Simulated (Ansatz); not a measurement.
# CdTe: the cost of one run

Computed with Ansatz 0.2.0 (DFT PBE, scalar-relativistic, plane waves, PAW, unless a step's input says otherwise).

The COD entry's cell or inner coordinates are ideal or old and differ from later refinements, so a difference from it is no clean test against experiment.

### 1 The system as given

It takes space group F-43m (No. 216, cubic). Conventional cell: a = 6.410 Å, b = 6.410 Å, c = 6.410 Å, α = 90.00°, β = 90.00°, γ = 90.00°. Cd (site symmetry -43m) is surrounded by 4 Te at 2.78 Å. Around Te (site symmetry -43m) lie 4 Cd at 2.78 Å.

As a file:

```
Cd Te
1.0
     0.00000    9.61500    9.61500
     9.61500    0.00000    9.61500
     9.61500    9.61500    0.00000
Cd Te
27 27
Direct
  0.00000 0.00000 0.00000
  0.00000 0.00000 0.33333
  0.00000 0.00000 0.66667
  0.00000 0.33333 0.00000
  0.00000 0.33333 0.33333
  0.00000 0.33333 0.66667
  0.00000 0.66667 0.00000
  0.00000 0.66667 0.33333
  0.00000 0.66667 0.66667
  0.33333 0.00000 0.00000
  0.33333 0.00000 0.33333
  0.33333 0.00000 0.66667
  0.33333 0.33333 0.00000
  0.33333 0.33333 0.33333
  0.33333 0.33333 0.66667
  0.33333 0.66667 0.00000
  0.33333 0.66667 0.33333
  0.33333 0.66667 0.66667
  0.66667 0.00000 0.00000
  0.66667 0.00000 0.33333
  0.66667 0.00000 0.66667
  0.66667 0.33333 0.00000
  0.66667 0.33333 0.33333
  0.66667 0.33333 0.66667
  0.66667 0.66667 0.00000
  0.66667 0.66667 0.33333
  0.66667 0.66667 0.66667
  0.08333 0.08333 0.08333
  0.08333 0.08333 0.41667
  0.08333 0.08333 0.75000
  0.08333 0.41667 0.08333
  0.08333 0.41667 0.41667
  0.08333 0.41667 0.75000
  0.08333 0.75000 0.08333
  0.08333 0.75000 0.41667
  0.08333 0.75000 0.75000
  0.41667 0.08333 0.08333
  0.41667 0.08333 0.41667
  0.41667 0.08333 0.75000
  0.41667 0.41667 0.08333
  0.41667 0.41667 0.41667
  0.41667 0.41667 0.75000
  0.41667 0.75000 0.08333
  0.41667 0.75000 0.41667
  0.41667 0.75000 0.75000
  0.75000 0.08333 0.08333
  0.75000 0.08333 0.41667
  0.75000 0.08333 0.75000
  0.75000 0.41667 0.08333
  0.75000 0.41667 0.41667
  0.75000 0.41667 0.75000
  0.75000 0.75000 0.08333
  0.75000 0.75000 0.41667
  0.75000 0.75000 0.75000
```

The runs take a perfect supercell of 54 atoms; the defect goes to fractional position (0.583, 0.000, 0.917).

### 2 The perfect supercell

The input, input.yaml:

```yaml
crystal:
  lattice:
    - [0.0, 9.615, 9.615]
    - [9.615, 0.0, 9.615]
    - [9.615, 9.615, 0.0]
  atoms:
    - { symbol: Cd, position: [0.0, 0.0, 0.0] }
    - { symbol: Cd, position: [0.0, 0.0, 0.333333] }
    - { symbol: Cd, position: [0.0, 0.0, 0.666667] }
    - { symbol: Cd, position: [0.0, 0.333333, 0.0] }
    - { symbol: Cd, position: [0.0, 0.333333, 0.333333] }
    - { symbol: Cd, position: [0.0, 0.333333, 0.666667] }
    - { symbol: Cd, position: [0.0, 0.666667, 0.0] }
    - { symbol: Cd, position: [0.0, 0.666667, 0.333333] }
    - { symbol: Cd, position: [0.0, 0.666667, 0.666667] }
    - { symbol: Cd, position: [0.333333, 0.0, 0.0] }
    - { symbol: Cd, position: [0.333333, 0.0, 0.333333] }
    - { symbol: Cd, position: [0.333333, 0.0, 0.666667] }
    - { symbol: Cd, position: [0.333333, 0.333333, 0.0] }
    - { symbol: Cd, position: [0.333333, 0.333333, 0.333333] }
    - { symbol: Cd, position: [0.333333, 0.333333, 0.666667] }
    - { symbol: Cd, position: [0.333333, 0.666667, 0.0] }
    - { symbol: Cd, position: [0.333333, 0.666667, 0.333333] }
    - { symbol: Cd, position: [0.333333, 0.666667, 0.666667] }
    - { symbol: Cd, position: [0.666667, 0.0, 0.0] }
    - { symbol: Cd, position: [0.666667, 0.0, 0.333333] }
    - { symbol: Cd, position: [0.666667, 0.0, 0.666667] }
    - { symbol: Cd, position: [0.666667, 0.333333, 0.0] }
    - { symbol: Cd, position: [0.666667, 0.333333, 0.333333] }
    - { symbol: Cd, position: [0.666667, 0.333333, 0.666667] }
    - { symbol: Cd, position: [0.666667, 0.666667, 0.0] }
    - { symbol: Cd, position: [0.666667, 0.666667, 0.333333] }
    - { symbol: Cd, position: [0.666667, 0.666667, 0.666667] }
    - { symbol: Te, position: [0.083333, 0.083333, 0.083333] }
    - { symbol: Te, position: [0.083333, 0.083333, 0.416667] }
    - { symbol: Te, position: [0.083333, 0.083333, 0.75] }
    - { symbol: Te, position: [0.083333, 0.416667, 0.083333] }
    - { symbol: Te, position: [0.083333, 0.416667, 0.416667] }
    - { symbol: Te, position: [0.083333, 0.416667, 0.75] }
    - { symbol: Te, position: [0.083333, 0.75, 0.083333] }
    - { symbol: Te, position: [0.083333, 0.75, 0.416667] }
    - { symbol: Te, position: [0.083333, 0.75, 0.75] }
    - { symbol: Te, position: [0.416667, 0.083333, 0.083333] }
    - { symbol: Te, position: [0.416667, 0.083333, 0.416667] }
    - { symbol: Te, position: [0.416667, 0.083333, 0.75] }
    - { symbol: Te, position: [0.416667, 0.416667, 0.083333] }
    - { symbol: Te, position: [0.416667, 0.416667, 0.416667] }
    - { symbol: Te, position: [0.416667, 0.416667, 0.75] }
    - { symbol: Te, position: [0.416667, 0.75, 0.083333] }
    - { symbol: Te, position: [0.416667, 0.75, 0.416667] }
    - { symbol: Te, position: [0.416667, 0.75, 0.75] }
    - { symbol: Te, position: [0.75, 0.083333, 0.083333] }
    - { symbol: Te, position: [0.75, 0.083333, 0.416667] }
    - { symbol: Te, position: [0.75, 0.083333, 0.75] }
    - { symbol: Te, position: [0.75, 0.416667, 0.083333] }
    - { symbol: Te, position: [0.75, 0.416667, 0.416667] }
    - { symbol: Te, position: [0.75, 0.416667, 0.75] }
    - { symbol: Te, position: [0.75, 0.75, 0.083333] }
    - { symbol: Te, position: [0.75, 0.75, 0.416667] }
    - { symbol: Te, position: [0.75, 0.75, 0.75] }
basis:
  ecutwfc: 420
  fft_grid_basis: typed
kpoints:
  mp_grid: { grid: [1, 1, 1] }
hamiltonian:
  xc: pbe
  pseudopotentials: { kind: paw }
scf:
  occupations: { method: gaussian, width: 0.05 }
output:
  forces: true
  stress: false
  eigenvalues: true
  bader: false
  write_density: true
  volumetric_format: npy
```

Run with:

```
$ ansatz run input.yaml --threads 8 --pin off --max-ram 16384MiB --backend cpu --events-out ev --progress --plain --runs-dir out
```

Q: Estimate wall time and peak memory on 8 threads of Arm Neoverse N1, shared host.

About 26 s, with a peak of 2.9 GiB.
